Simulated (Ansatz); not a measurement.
Ansatz input file:

```yaml
crystal:
  lattice:
    - [-2.7555, 2.7555, 3.898]
    - [2.7555, -2.7555, 3.898]
    - [2.7555, 2.7555, -3.898]
  atoms:
    - { symbol: Sr, position: [0.75, 0.25, 0.5] }
    - { symbol: Sr, position: [0.25, 0.75, 0.5] }
    - { symbol: Ti, position: [0.0, 0.0, 0.0] }
    - { symbol: Ti, position: [0.5, 0.5, 0.0] }
    - { symbol: O, position: [0.25, 0.25, 0.0] }
    - { symbol: O, position: [0.75, 0.75, 0.0] }
    - { symbol: O, position: [0.7451, 0.2451, 0.9902] }
    - { symbol: O, position: [0.2451, 0.2549, 0.5] }
    - { symbol: O, position: [0.2549, 0.7549, 0.0098] }
    - { symbol: O, position: [0.7549, 0.7451, 0.5] }
basis:
  ecutwfc: 420
kpoints:
  mp_grid: { grid: [8, 8, 8] }
hamiltonian:
  xc: pbe
scf:
  occupations: { method: gaussian, width: 0.02 }
output:
  forces: true
  stress: true
  eigenvalues: true
relax:
  adjacent_minimum: "off"
  f_tol: 0.01
  max_steps: 40
```

Command:
```bash
ansatz run input.yaml --threads 2 --pin off --max-ram 5120MiB --backend cpu --events-out ev --progress --plain --runs-dir out
```

Level of theory: Ansatz, DFT PBE, scalar-relativistic, plane waves, PAW.

From the run's log, abridged (final results; tables in files aren't shown):

```
SCF converged after 6 iterations
Free energy (F): -15508.929500 eV
Harris-Foulkes:  -15508.929500 eV  (|F-HF|=7.93e-10)
Internal energy: -15508.929500 eV  (E = F + TS)
E sigma→0 (E₀):  -15508.929500 eV
Fermi energy:    10.970699 eV
--- Per-component energies (eV) ---
  E_band       = -403.580064
  E_kinetic    = 2098.243980
  E_local      = -4736.894784  (includes V_loc(G=0)·N_el)
  E_nonlocal   = 696.291932
  E_hartree    = 1656.538902
  E_xc         = -993.699844
  E_vxc        = -1145.540002  (∫ρ·V_xc dr)
  E_paw        = -8427.592349  (= ΣΔE_a)
  E_vpaw       = -628.773797  (= ΣTr[D̂ρ^β])
  E_aug_tail   = 0.015103  (compensation charges beyond the density's cutoff)
  E_ewald      = -5801.832440
  E_smearing   =  0.000000  (= −TS)
--- Forces (eV/Å), atoms counted from 1 ---
  atom   1  Sr     0.00000000     0.00000000     0.00000000
  atom   2  Sr     0.00000000     0.00000000     0.00000000
  atom   3  Ti     0.00000000     0.00000000     0.00000000
  atom   4  Ti     0.00000000     0.00000000     0.00000000
  atom   5  O      0.00000000     0.00000000     0.00000000
  atom   6  O      0.00000000     0.00000000     0.00000000
  atom   7  O     -0.00082187    -0.00082187     0.00000000
  atom   8  O      0.00082187    -0.00082187     0.00000000
  atom   9  O      0.00082187     0.00082187     0.00000000
  atom  10  O     -0.00082187     0.00082187     0.00000000
--- Stress (GPa, compression-positive) ---
        4.685432       0.000000       0.000000
        0.000000       4.685432       0.000000
        0.000000       0.000000       5.993147
  P = ⅓ Tr σ = 5.1213 GPa (51.213 kbar)
--- Band table (eV; the first three rows and the last of 59) ---
  k-point 0: bands = ["-46.3541", "-46.3501", "-22.6865", "-22.6761", "-22.6761", "-22.6205", "-22.6118", "-22.6118", "-22.5388", "-22.4740", "-7.3706", "-6.5115", "-6.4123", "-6.0642", "-6.0642", "-6.0484", "-4.8315", "-4.8315", "-4.6640", "-4.5406", "-4.5080", "-4.5080", "5.4455", "5.8803", "5.9074", "6.3506", "6.3506", "6.3715", "7.2530", "7.2530", "7.2625", "8.8476", "8.8730", "8.8730", "9.6904", "9.6904", "9.6927", "9.8318", "9.9677", "9.9677", "11.9676", "11.9676", "11.9749", "14.1265", "14.4242", "14.5147", "14.5147", "14.7480", "15.5371", "15.8243"]
  k-point 1: bands = ["-46.3539", "-46.3503", "-22.6871", "-22.6768", "-22.6659", "-22.6414", "-22.6201", "-22.6114", "-22.5157", "-22.4768", "-7.3789", "-6.5141", "-6.4066", "-6.1696", "-6.1430", "-6.1353", "-4.7782", "-4.7090", "-4.5563", "-4.5335", "-4.5042", "-4.4133", "5.5166", "5.8840", "6.1361", "6.2132", "6.4274", "6.4508", "7.0457", "7.2433", "7.2503", "8.6503", "8.6849", "8.7118", "9.2181", "9.5886", "9.5935", "9.7272", "9.7917", "9.9736", "11.9841", "12.2957", "12.3118", "14.1788", "14.3886", "14.4856", "14.5182", "14.9165", "15.7942", "16.0821"]
  k-point 2: bands = ["-46.3534", "-46.3508", "-22.6908", "-22.6884", "-22.6772", "-22.6412", "-22.6190", "-22.6103", "-22.4836", "-22.4833", "-7.4460", "-6.5065", "-6.4137", "-6.3691", "-6.3226", "-6.2303", "-4.6457", "-4.5162", "-4.4930", "-4.4612", "-4.3301", "-4.2097", "5.5428", "5.8753", "5.8838", "6.4870", "6.6507", "6.7273", "6.8934", "7.2246", "7.2400", "8.2350", "8.2740", "8.3423", "8.4250", "9.3363", "9.3627", "9.4434", "9.4478", "9.9628", "12.0277", "12.9702", "12.9906", "14.0101", "14.1415", "14.4165", "14.5016", "15.6678", "16.4573", "16.7325"]
  k-point 58: bands = ["-46.3528", "-46.3514", "-22.7501", "-22.6800", "-22.6800", "-22.6145", "-22.6087", "-22.6087", "-22.4942", "-22.4549", "-7.6154", "-6.7608", "-6.5120", "-6.5120", "-6.3493", "-6.0806", "-4.5083", "-4.5083", "-4.4316", "-4.1457", "-4.1457", "-3.9034", "5.4379", "5.5811", "5.6987", "5.8950", "7.1998", "7.1998", "7.2102", "7.2102", "7.5938", "7.6931", "7.6931", "8.1120", "8.3212", "8.4979", "8.4979", "9.3563", "9.3563", "9.8951", "12.1283", "13.7350", "13.7350", "13.9445", "13.9445", "14.0270", "14.6395", "15.3737", "16.6198", "17.3545"]
--- Relaxed structure (7 steps of the walk, 7 accepted, 0 SCFs on fresh bases) ---
  F+E_penalty+E_count = -15508.92950031 eV   max|allowed force component| = 8.219e-4 eV/Å
  atoms:
    - { symbol: Sr, position: [0.75000000, 0.24999999, 0.50000000] }
    - { symbol: Sr, position: [0.24999999, 0.75000000, 0.50000000] }
    - { symbol: Ti, position: [0.0, 0.0, 0.0] }
    - { symbol: Ti, position: [0.49999999, 0.49999999, 0.0] }
    - { symbol: O, position: [0.24999999, 0.24999999, 0.0] }
    - { symbol: O, position: [0.75, 0.75, 0.0] }
    - { symbol: O, position: [0.72671086, 0.22671086, 0.95342173] }
    - { symbol: O, position: [0.22671086, 0.27328913, 0.5] }
    - { symbol: O, position: [0.27328913, 0.77328913, 0.04657826] }
    - { symbol: O, position: [0.77328913, 0.72671086, 0.5] }
```

The relaxation met its thresholds.

The run took 61 s on 2 threads of Arm Neoverse V2 (shared host), peak memory 0.59 GiB.